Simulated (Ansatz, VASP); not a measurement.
# One calculation of Al, two programs

POSCAR

```
Al
1.0
    0.0000000000      2.8880144478      2.8880144478
    2.8880144478      0.0000000000      2.8880144478
    2.8880144478      2.8880144478      0.0000000000
Al
2
Direct
    0.1250000000      0.1250000000      0.1250000000
    0.8750000000      0.8750000000      0.8750000000
```

File INCAR.step1:

```
SYSTEM = Al
  ALGO = Normal
  EDIFF = 1E-4
  ENCUT = 520
  GGA = PE
  ISMEAR = -1
  LASPH = .True.
  LCHARG = .False.
  LREAL = .False.
  LWAVE = .True.
  NBANDS = 10
  NELM = 100
  PREC = Accurate
  SIGMA = 0.1
```

The input INCAR.step2:

```
SYSTEM = Al
  ALGO = Normal
  EDIFF = 1E-6
  ENCUT = 520
  ISIF = 2
  ISMEAR = -1
  ISTART = 1
  LASPH = .True.
  LCHARG = .False.
  LMIXTAU = .True.
  LREAL = .False.
  LWAVE = .False.
  METAGGA = R2SCAN
  NBANDS = 10
  NELM = 100
  PREC = Accurate
  SIGMA = 0.1
```

Contents of KPOINTS:

```
k-points
0
Gamma
  10 10 10
  0 0 0
```

Input for Ansatz:

```yaml
crystal:
  lattice:
    - [0.0, 2.8880144478, 2.8880144478]
    - [2.8880144478, 0.0, 2.8880144478]
    - [2.8880144478, 2.8880144478, 0.0]
  atoms:
    - { symbol: Al, position: [0.125, 0.125, 0.125] }
    - { symbol: Al, position: [0.875, 0.875, 0.875] }
hamiltonian:
  xc: r2scan
  pseudopotentials:
    kind: paw
    azcp:
      Al: "pseudopotentials/Al.paw.azcp"
basis:
  ecutwfc: 500
  fft_grid_basis: typed
kpoints:
  mp_grid: { grid: [10, 10, 10], shift: [0, 0, 0] }
magnetization:
  spin_polarized: false
scf:
  occupations: { method: fermi_dirac, width: 0.1 }
  lower_state_search: "off"
output:
  stress: true
```

Alike in both runs: task single point; functional r2SCAN; k mesh 10 × 10 × 10; occupations fermi-dirac, width 0.1 eV; no spin polarisation.

|  | VASP | Ansatz |
| --- | --- | --- |
| version | VASP 6.6.1 | Ansatz 0.2.0 |
| potentials or method | VASP PAW PBE potentials, release 64 (Al) | plane waves (500 eV) with PAW, scalar-relativistic |
| plane-wave cutoff (eV) | 520 | 500 |
| valence electrons in the cell | 6 | 6 |

Ansatz gave:

```
pressure (GPa) : 6.7
```

Problem. What did VASP give for the same quantities?

Solution. Pressure (GPa): 6.5.

Caveats: the PAW data sets were made with another functional, which shifts forces and pressure a little (VASP).
